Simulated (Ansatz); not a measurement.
## SrAgCl3 in Cc, a phase reached by a soft mode: following an unstable mode

Aim: this structure of SrAgCl3 in Cc, a phase reached by a soft mode is to be tested for unstable modes, and one is followed downhill.

Method: DFT PBEsol, scalar-relativistic, plane waves, PAW; PAW set soft_1, in Ansatz 0.2.0.

Report form: the programs' logs are mostly left out.

The structure was built from a prototype and need not be the compound's stable phase.

### 1. The structure

It takes space group Cc (No. 9, monoclinic). The conventional cell has a = 11.980 Å, b = 7.203 Å, c = 7.429 Å, α = 90.00°, β = 120.79°, γ = 90.00°. Nearest to Ag lie 3 Cl at 2.44 to 2.60 Å. Nearest to Sr lie 6 Cl at 2.85 to 2.91 Å. Nearest to Cl lie 1 Ag at 2.44 Å and 2 Sr at 2.86 to 2.88 Å. Cl has 1 Ag at 2.60 Å and 2 Sr at 2.85 to 2.86 Å nearest. Nearest to Cl lie 1 Ag at 2.45 Å and 2 Sr at 2.88 to 2.91 Å. Farther neighbours and most contacts between anions are not listed.

### 2. Linear response at the zone centre

This phase was reached earlier by freezing in an unstable mode of a structure of higher symmetry and relaxing. Its zone-centre modes can show that it is still unstable.

input.yaml

```yaml
crystal:
  lattice:
    - [5.9898157057, -3.6014896989, 0.0]
    - [5.9898157057, 3.6014896989, 0.0]
    - [-3.8026210679, 0.0, 6.3823415408]
  atoms:
    - { symbol: Ag, position: [0.7393843471, 0.2053418476, 0.7314123404] }
    - { symbol: Ag, position: [0.2053418476, 0.7393843471, 0.2314123404] }
    - { symbol: Sr, position: [0.9882960546, 0.496632535, 0.4925315585] }
    - { symbol: Sr, position: [0.496632535, 0.9882960546, 0.9925315585] }
    - { symbol: Cl, position: [0.3859389882, 0.3239991419, 0.804255951] }
    - { symbol: Cl, position: [0.5748379388, 0.7983255848, 0.3001400379] }
    - { symbol: Cl, position: [0.3239991419, 0.3859389882, 0.304255951] }
    - { symbol: Cl, position: [0.7983255848, 0.5748379388, 0.8001400379] }
    - { symbol: Cl, position: [0.9100669717, 0.095583559, 0.1716601123] }
    - { symbol: Cl, position: [0.095583559, 0.9100669717, 0.6716601123] }
kpoints:
  mp_grid: { grid: [4, 4, 4] }
hamiltonian:
  xc: pbesol
  pseudopotentials: { kind: paw, azcp: { folder: soft_1 }, xc_functional: pbe }
scf:
  occupations: { method: fixed }
output:
  eigenvalues: true
phonons:
  method: dfpt
  dielectric: true
  rigid_motions: translations
```

On the command line:

```console
$ ansatz run input.yaml --threads 4 --pin off --max-ram 16384MiB --backend cpu --events-out ev --progress --plain --runs-dir out
```

Elapsed: 8.3 min, on 4 threads of Arm Neoverse V1, shared host; peak memory 3.3 GiB; 32 min of CPU time.

This step gave:

- gap on the k-mesh: 2.935 eV
- volume per atom: 27.54 Å³
- sum-rule residual before enforcement: 1.68e-4 eV/Å²
- miss of the charge sum rule: 0.01048 e
- estimated error of the dielectric tensor: 0.01162
- estimated error of the Born charges: 0.02889 e
- point group: m
- highest optical mode at the zone centre (no LO-TO term): 247.8 cm⁻¹
- lowest optical zone-centre mode: -13.61 cm⁻¹
- mean high-frequency dielectric constant: 3.264
- largest Born charge (third of the trace): 2.497 e
- top of the zone-centre spectrum with the field: 262.4 cm⁻¹

Without the LO-TO term. Patterns of degenerate modes are one choice out of their space. The modes at Γ (shares of kinetic energy by element, %) (negative means imaginary):

| mode | frequency (cm⁻¹) | symmetry | Ag % | Sr % | Cl % |
| --- | --- | --- | --- | --- | --- |
| 1 | -13.6 | A'' | 95 | 1 | 4 |
| 2 | 0.0 | acoustic | 36 | 29 | 35 |
| 3 | 0.0 | acoustic | 36 | 29 | 35 |
| 4 | 0.0 | acoustic | 36 | 29 | 35 |
| 5 | 16.2 | A' | 64 | 5 | 31 |
| 6 | 29.1 | A'' | 52 | 1 | 47 |
| 7 | 42.2 | A' | 55 | 14 | 31 |
| 8 | 50.2 | A' | 35 | 14 | 51 |
| 9 | 59.8 | A' | 3 | 32 | 64 |
| 10 | 60.0 | A'' | 20 | 34 | 45 |
| 11 | 68.4 | A'' | 4 | 29 | 67 |
| 12 | 70.0 | A' | 5 | 26 | 69 |
| 13 | 73.4 | A'' | 39 | 5 | 56 |
| 14 | 85.5 | A'' | 8 | 26 | 66 |
| 15 | 86.7 | A' | 22 | 19 | 59 |
| 16 | 125.6 | A'' | 4 | 66 | 30 |
| 17 | 136.8 | A'' | 7 | 59 | 34 |
| 18 | 137.6 | A' | 11 | 61 | 28 |
| 19 | 158.5 | A' | 4 | 25 | 71 |
| 20 | 168.2 | A'' | 5 | 18 | 77 |
| 21 | 175.9 | A'' | 1 | 1 | 98 |
| 22 | 179.0 | A' | 0 | 2 | 97 |
| 23 | 190.8 | A' | 3 | 26 | 71 |
| 24 | 198.6 | A' | 1 | 10 | 90 |
| 25 | 199.3 | A'' | 3 | 22 | 75 |
| 26 | 209.5 | A' | 2 | 7 | 92 |
| 27 | 213.1 | A'' | 0 | 2 | 97 |
| 28 | 227.6 | A'' | 1 | 6 | 94 |
| 29 | 245.5 | A'' | 25 | 0 | 75 |
| 30 | 247.8 | A' | 24 | 2 | 74 |

Displacements in mode 1 (-13.6 cm⁻¹), the largest set to 1:
```
Ag1 -0.04  0.10 -1.00
Ag2  0.04  0.10  1.00
Sr3 -0.01 -0.08  0.02
Sr4  0.01 -0.08 -0.02
Cl5 -0.03 -0.12 -0.05
Cl6  0.15  0.08  0.27
Cl7  0.03 -0.12  0.05
Cl8 -0.15  0.08 -0.27
Cl9 -0.08 -0.07  0.10
Cl10 0.08 -0.07 -0.10
```

Displacements in mode 16 (125.6 cm⁻¹), the largest set to 1:
```
Ag1  0.20  0.06  0.08
Ag2 -0.20  0.06 -0.08
Sr3  0.06  0.07  1.00
Sr4 -0.06  0.07 -1.00
Cl5 -0.37 -0.32 -0.13
Cl6  0.82  0.07  0.14
Cl7  0.37 -0.32  0.13
Cl8 -0.82  0.07 -0.14
Cl9  0.37 -0.10  0.09
Cl10-0.37 -0.10 -0.09
```

Before it was imposed, the acoustic sum rule was missed by 1.7e-4 eV/Å² and the charge sum rule by 0.010 e. Small misses are needed for a sound result but don't prove that mesh and cutoff are converged. The lowest optical mode is imaginary, 13.6i cm⁻¹, so the energy falls along it.

### 3. The mode frozen in, largest atomic shift 0 Å

The mode followed lies at Γ with frequency 13.6i cm⁻¹, the softest among the wavevectors solved. At small amplitude the distorted cell has space group no. 1 by a symmetry search on the positions. The undistorted cell that holds it gives the zero of energy on the same k mesh.

Edit input.yaml of step 2 so:

```diff
@@ -22,8 +22,6 @@
 scf:
-  occupations: { method: fixed }
+  occupations: { method: gaussian, width: 0.02 }
 output:
+  forces: true
+  stress: true
   eigenvalues: true
-phonons:
-  method: dfpt
-  dielectric: true
-  rigid_motions: translations
```

It took 12 s on 4 threads; peak memory 0.74 GiB; 45 s of CPU time.

Numbers from this step:

* pressure: -1.08e-4 GPa
* energy from the undistorted cell: 0 meV/atom

At this level the gap is 2.93 eV on the k-mesh of the self-consistent run, which can miss the band edges.

### 4. The mode frozen in, largest atomic shift 0.45 Å

The atoms are moved along the unstable eigenvector, the largest shift by 0.45 Å, with the cell fixed.

input.yaml, the sections that differ from step 3:

```yaml
crystal:
  lattice:
    - [5.9898157057, -3.6014896989, 0.0]
    - [5.9898157057, 3.6014896989, 0.0]
    - [-3.8026210679, 0.0, 6.3823415408]
  atoms:
    - { symbol: Ag, position: [0.7692691215, 0.2226215881, 0.8015152501] }
    - { symbol: Ag, position: [0.1880621071, 0.7094995727, 0.1613094307] }
    - { symbol: Sr, position: [0.9832374944, 0.501615865, 0.4908626447] }
    - { symbol: Sr, position: [0.491649205, 0.9933546148, 0.9942004723] }
    - { symbol: Cl, position: [0.3806843111, 0.3335083049, 0.8074423216] }
    - { symbol: Cl, position: [0.568086941, 0.7815548473, 0.2811210779] }
    - { symbol: Cl, position: [0.3144899789, 0.3911936653, 0.3010695804] }
    - { symbol: Cl, position: [0.8150963223, 0.5815889366, 0.8191589979] }
    - { symbol: Cl, position: [0.9064576449, 0.1007650234, 0.1648381219] }
    - { symbol: Cl, position: [0.0904020946, 0.9136762985, 0.6784821027] }
# kpoints, hamiltonian, scf, output: as in step 3
```

It took 16 s on 4 threads; peak memory 0.83 GiB.

This step gave:

- pressure: 0.01937 GPa
- gap on the k-mesh: 2.887 eV
- energy from the undistorted cell: -0.979 meV/atom

The energy, extrapolated to zero smearing, is -0.98 meV/atom against the undistorted cell.

The run ends at a pressure of 0.02 GPa, with forces up to 0.088 eV/Å.

### 5. Energy along the mode, all amplitudes (two of the runs are shown above)

An imaginary frequency means negative curvature, so the energy should fall and then rise again as anharmonic terms take over.

This step gave:

* depth at the lowest point sampled: 0.979 meV/atom
* largest atomic shift at that point: 0.45 Å

Table of energy from the parent by largest atomic shift:

| largest atomic shift (Å) | energy from the parent (meV/atom) |
| --- | --- |
| 0.000 | 0 |
| 0.040 | -0.012 |
| 0.080 | -0.049 |
| 0.140 | -0.15 |
| 0.220 | -0.36 |
| 0.320 | -0.698 |
| 0.450 | -0.979 |
| 0.600 | 0.142 |

Displacement at unit largest shift by atom:

| atom | x (Å) | y (Å) | z (Å) | size |
| --- | --- | --- | --- | --- |
| Ag1 | 0.035 | -0.101 | 0.994 | 1.000 |
| Ag2 | -0.035 | -0.101 | -0.994 | 1.000 |
| Sr3 | 0.013 | 0.080 | -0.024 | 0.085 |
| Sr4 | -0.013 | 0.080 | 0.024 | 0.085 |
| Cl5 | 0.030 | 0.118 | 0.045 | 0.130 |
| Cl6 | -0.152 | -0.080 | -0.270 | 0.320 |
| Cl7 | -0.030 | 0.118 | -0.045 | 0.130 |
| Cl8 | 0.152 | -0.080 | 0.270 | 0.320 |
| Cl9 | 0.079 | 0.070 | -0.097 | 0.143 |
| Cl10 | -0.079 | 0.070 | 0.097 | 0.143 |

The lowest of the steps tried is at 0.45 Å, 0.979 meV/atom below the parent; the bottom of the well need not coincide with a step.

### 6. Relaxation from the frozen mode

Starting from the lowest point found, all atoms and the cell are let go, so that strain and other modes of the same symmetry can join in.

Edit input.yaml of step 4 so:

```diff
@@ -22,3 +22,3 @@
 scf:
-  occupations: { method: gaussian, width: 0.02 }
+  occupations: { method: fixed }
 output:
@@ -27 +27,6 @@
   eigenvalues: true
+relax:
+  adjacent_minimum: "off"
+  f_tol: 0.002
+  max_steps: 120
+  cell: { stress_tol: 0.03 }
```

Elapsed: 3.9 min, on 4 threads; peak memory 0.99 GiB; 16 min of CPU time.

Step by step:

| step | energy less that of the first step (eV) | largest force component (eV/Å) | pressure (GPa) | volume (Å³) |
| --- | --- | --- | --- | --- |
| 1 | 0.0000 | 0.0791 | 0.02 | 275.36 |
| 2 | -0.0048 | 0.0474 | -0.04 | 275.78 |
| 3 | -0.0078 | 0.0438 | -0.01 | 275.99 |
| 4 | -0.0172 | 0.0709 | 0.09 | 277.44 |
| 5 | -0.0214 | 0.0603 | 0.04 | 278.99 |
| 6 | -0.0273 | 0.0409 | 0.00 | 279.89 |
| 7 | -0.0330 | 0.1065 | -0.08 | 281.91 |
| 8 | -0.0394 | 0.0814 | -0.10 | 282.46 |
| 9 | -0.0543 | 0.0563 | -0.05 | 283.47 |
| 10 | -0.0704 | 0.0636 | -0.15 | 284.31 |
| 11 | -0.0814 | 0.1298 | 0.02 | 283.84 |
| 12 | -0.0985 | 0.0109 | 0.02 | 282.36 |
| 13 | -0.0990 | 0.0032 | 0.00 | 282.68 |
| 14 | -0.0990 | 0.0007 | 0.00 | 282.59 |
| 15* | -0.0997 | 0.0008 | 0.00 | 282.59 |

Relaxation steps marked * repeat the geometry before them on a plane-wave basis chosen anew for their cell, so energy and pressure can jump there.

| cell as run | before | after | change |
| --- | --- | --- | --- |
| a (Å) | 6.989 | 6.934 | -0.8 % |
| b (Å) | 6.989 | 6.933 | -0.8 % |
| c (Å) | 7.429 | 7.878 | +6.0 % |
| α (°) | 116.02 | 116.08 | +0.1 % |
| β (°) | 116.02 | 116.09 | +0.1 % |
| γ (°) | 62.03 | 60.02 | -3.3 % |
| volume (Å³/atom) | 27.54 | 28.26 | +2.6 % |

The atoms that moved most (Å, as changes of fractional coordinates times the final cell):

| atom | dx | dy | dz | length |
| --- | --- | --- | --- | --- |
| Ag1 | 0.292 | 0.169 | 1.075 | 1.127 |
| Ag2 | 0.270 | -0.067 | -0.831 | 0.876 |
| Cl10 | -0.413 | 0.026 | 0.652 | 0.772 |
| Cl7 | -0.096 | 0.427 | -0.506 | 0.669 |
| Cl9 | -0.222 | -0.072 | 0.419 | 0.480 |
| Cl6 | -0.010 | -0.278 | -0.372 | 0.465 |
| Cl5 | 0.017 | -0.283 | -0.230 | 0.364 |
| Cl8 | -0.005 | 0.131 | -0.307 | 0.333 |

Final coordinates:

```cif
data_structure
_symmetry_space_group_name_H-M 'P 1'
_symmetry_Int_Tables_number 1
_cell_length_a 6.9339
_cell_length_b 6.9333
_cell_length_c 7.8778
_cell_angle_alpha 116.083
_cell_angle_beta 116.092
_cell_angle_gamma 60.016
_cell_volume 282.59
loop_
_atom_site_label
_atom_site_type_symbol
_atom_site_fract_x
_atom_site_fract_y
_atom_site_fract_z
_atom_site_occupancy
Ag1 Ag 0.82094 0.32293 0.96055 1
Ag2 Ag 0.18060 0.68281 0.03950 1
Sr3 Sr 0.00067 0.50295 0.49999 1
Sr4 Sr 0.50068 0.00298 0.99997 1
Cl5 Cl 0.41183 0.28318 0.77366 1
Cl6 Cl 0.58957 0.72276 0.22629 1
Cl7 Cl 0.22060 0.42045 0.22625 1
Cl8 Cl 0.78110 0.58540 0.77398 1
Cl9 Cl 0.91826 0.09188 0.22614 1
Cl10 Cl 0.08318 0.91403 0.77368 1
```

Numbers from this step:

```
pressure          : -0.003419 GPa
gap on the k-mesh : 3.079 eV
volume per atom   : 28.26 Å³
```

The distorted start has space group P1; the relaxation ends in R-3.

### 7. The new phase in its own primitive cell

The relaxed structure is symmetrised, reduced to its primitive cell and relaxed tightly, as its phonons need.

input.yaml

```yaml
crystal:
  lattice:
    - [3.4672890332, 2.0018402567, 6.7864570258]
    - [-3.4672890332, 2.0018402567, 6.7864570258]
    - [0.0, -4.0036805134, 6.7864570258]
  atoms:
    - { symbol: Ag, position: [0.1798238995, 0.1798238995, 0.1798238995] }
    - { symbol: Ag, position: [0.8201761005, 0.8201761005, 0.8201761005] }
    - { symbol: Sr, position: [0.0, 0.0, 0.0] }
    - { symbol: Sr, position: [0.5, 0.5, 0.5] }
    - { symbol: Cl, position: [0.2198043997, 0.5887083566, 0.9178545372] }
    - { symbol: Cl, position: [0.7801956003, 0.4112916434, 0.0821454628] }
    - { symbol: Cl, position: [0.0821454628, 0.7801956003, 0.4112916434] }
    - { symbol: Cl, position: [0.9178545372, 0.2198043997, 0.5887083566] }
    - { symbol: Cl, position: [0.4112916434, 0.0821454628, 0.7801956003] }
    - { symbol: Cl, position: [0.5887083566, 0.9178545372, 0.2198043997] }
kpoints:
  mp_grid: { grid: [6, 6, 6] }
hamiltonian:
  xc: pbesol
  pseudopotentials: { kind: paw, azcp: { folder: soft_1 }, xc_functional: pbe }
scf:
  occupations: { method: fixed }
output:
  forces: true
  stress: true
  eigenvalues: true
relax:
  adjacent_minimum: "off"
  f_tol: 0.001
  max_steps: 60
  cell: { stress_tol: 0.01 }
```

Run time: 56 s. Hardware: 4 threads; peak memory 1 GiB.

Little changed from the start: no atom moved by 0.005 Å and no cell edge by 0.1 %.

This step gave:

* pressure: -0.001526 GPa
* gap on the k-mesh: 3.081 eV
* direct gap on mesh: 3.130 eV

The largest force component left is 0.37 meV/Å and the pressure is -0.002 GPa, within the tolerances set. The cell now holds 28.26 Å³/atom.

### 8. Modes of the new phase

A relaxed structure may still be a saddle point, so its zone-centre modes are computed. The response to a homogeneous field gives the Born charges and the dielectric tensor.

input.yaml

```yaml
crystal:
  lattice:
    - [3.4669293711, 2.0016326056, 6.7866892162]
    - [-3.4669293711, 2.0016326056, 6.7866892162]
    - [0.0, -4.0032652113, 6.7866892162]
  atoms:
    - { symbol: Ag, position: [0.179814355, 0.179814355, 0.179814355] }
    - { symbol: Ag, position: [0.820185645, 0.820185645, 0.820185645] }
    - { symbol: Sr, position: [0.0, 0.0, 0.0] }
    - { symbol: Sr, position: [0.5, 0.5, 0.5] }
    - { symbol: Cl, position: [0.2197763979, 0.5888795619, 0.9175691649] }
    - { symbol: Cl, position: [0.7802236021, 0.4111204381, 0.0824308351] }
    - { symbol: Cl, position: [0.0824308351, 0.7802236021, 0.4111204381] }
    - { symbol: Cl, position: [0.9175691649, 0.2197763979, 0.5888795619] }
    - { symbol: Cl, position: [0.4111204381, 0.0824308351, 0.7802236021] }
    - { symbol: Cl, position: [0.5888795619, 0.9175691649, 0.2197763979] }
kpoints:
  mp_grid: { grid: [6, 6, 6] }
hamiltonian:
  xc: pbesol
  pseudopotentials: { kind: paw, azcp: { folder: soft_1 }, xc_functional: pbe }
scf:
  occupations: { method: fixed }
output:
  eigenvalues: true
phonons:
  method: dfpt
  dielectric: true
  rigid_motions: translations
```

Elapsed: 19 min, on 4 threads; peak memory 6.9 GiB; 75 min of CPU time.

Numbers from this step:

```yaml
sum_rule_residual_before_enforcement: 1.43e-4 eV/Å²
miss_of_the_charge_sum_rule: 4.19e-5 e
point_group: -3
highest_optical_mode_at_the_zone_centre_no_lo_to_term: 225.3 cm⁻¹
lowest_optical_zone_centre_mode: 41.57 cm⁻¹
mean_high_frequency_dielectric_constant: 3.151
largest_born_charge_third_of_the_trace: 2.582 e
mean_static_dielectric_constant: 8.293
top_of_the_zone_centre_spectrum_with_the_field: 250.9 cm⁻¹
```

[end of part 1 of 2]

[Logs are printed without paths, hosts, clocks, repeated set-up lines and the standing remarks that a program may print on its own settings, such as how far it seeks lower states.]

[Hosts, paths, dates, database ids (printed as entryN), source tags and the programs' standing remarks are cut or masked in the printed files.]
